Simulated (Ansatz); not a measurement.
**Infrared modes and screening in LiNbO3 (cubic perovskite)**

Perturbation theory with PBEsol in the PAW code Ansatz on the PBEsol cell, ground state and force constants on a 6×6×6 mesh. Simulation only: spin-unpolarised, and no claim that this is the phase found in nature.

It is cubic, Pm-3m (No. 221); conventional cell a = 3.926 Å, 12.10 Å³ an atom. Around Li lie 12 O at 2.78 Å; around Nb lie 6 O at 1.96 Å; around O lie 2 Nb at 1.96 Å and 4 Li at 2.78 Å.

Space group Pm-3m (No. 221). a = 3.926 Å, b = 3.926 Å, c = 3.926 Å, α = 90.00°, β = 90.00°, γ = 90.00°
```
atom  site  symmetry       x       y       z
  Li    1a      m-3m  0.0000  0.0000  0.0000
  Nb    1b      m-3m  0.5000  0.5000  0.5000
   O    3c    4/mm.m  0.5000  0.5000  0.0000
```

Optical modes without the longitudinal term (negative means imaginary):

| ω (cm⁻¹) | degeneracy | IR intensity, summed over the level ((D/Å)²/amu) |
| --- | --- | --- |
| -245 | 3 | 149.30 |
| -38 | 3 | 53.98 |
| 91 | 3 | 0.00 |
| 555 | 3 | 130.47 |

2 optical levels at Γ are imaginary (245i, 38i cm⁻¹, printed negative), so this structure is unstable at this level. The program warns that the force constants, and all that is formed from them, aren't settled on this k mesh. Of the real levels 1 is infrared active, the strongest at 555 cm⁻¹.

The clamped-ion dielectric constant comes out as 6.15 in all directions. Born charges, averaged over directions: Li +1.24, Nb +9.39, O -3.54 e.

For comparison, on the r2SCAN cell the mean ε∞ is 5.45 with r2SCAN (ground state on 6×6×6; least gap 2.13 eV), 6.07 with PBE (ground state on 6×6×6; least gap 1.74 eV).

The runs are scalar-relativistic, without spin-orbit coupling.
